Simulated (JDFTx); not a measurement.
## AlP: equation of state with PBEsol

The system is AlP.

```xyz
2
Lattice="0.0000 2.7255 2.7255 2.7255 0.0000 2.7255 2.7255 2.7255 0.0000" Properties=species:S:1:pos:R:3 pbc="T T T"
P     4.0882    4.0882    4.0882
Al    0.0000    0.0000    0.0000
```

* Program: JDFTx 1.7.0 (patched build)
* Task: equation of state
* Functional: PBEsol
* Potentials or basis: PseudoDojo-SR-PBEsol-0.4.1-standard
* Cutoff: 599 eV
* Density cutoff: 4789 eV
* k mesh: 8 × 8 × 8
* Occupations: fermi-dirac, width 0.05 eV
* Spin: no spin polarisation

```
Equilibrium volume                      : 20.45 Å³/atom
Bulk modulus                            : 87 GPa
Pressure derivative of the bulk modulus : 4.1
```

Energy against volume, from the lowest point:
```tsv
volume (Å³/atom)	energy (meV/atom)
19.031	29.46
19.436	14.23
19.841	4.59
20.246	0.01
20.651	0.00
21.056	4.12
21.461	11.97
```

Zero-point motion and thermal expansion aren't in these numbers.
